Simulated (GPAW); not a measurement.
The system is HfN.

```
Hf N
1.0
     0.00000    2.45482    2.45482
     2.45482    0.00000    2.45482
     2.45482    2.45482    0.00000
Hf N
1 1
Direct
  0.00000 0.00000 0.00000
  0.25000 0.25000 0.25000
```

The cell comes from a database or a generator and needn't be the stable form of this composition.

Base run:

- Program: GPAW 26.7.0
- Functional: TPSS
- Potentials or basis: GPAW PAW data sets (gpaw-data 1.2.1)
- Cutoff: 800 eV
- Basis: pw
- k mesh: 9 × 9 × 9
- Occupations: fermi-dirac, width 0.05 eV
- Spin: no spin polarisation

Its results: pressure 0.9 GPa.

Task: The run is repeated on the same cell with these changes: functional from TPSS to LDA; potentials or basis from GPAW PAW data sets (gpaw-data 1.2.1) to the program's PAW data sets (release 1.2.1) made for this functional. What comes out?

Result: Pressure -9.8 GPa.

Caveats: the PAW data sets were made with another functional, which shifts forces and pressure a little (some runs).

Not every run made on this cell is shown here.
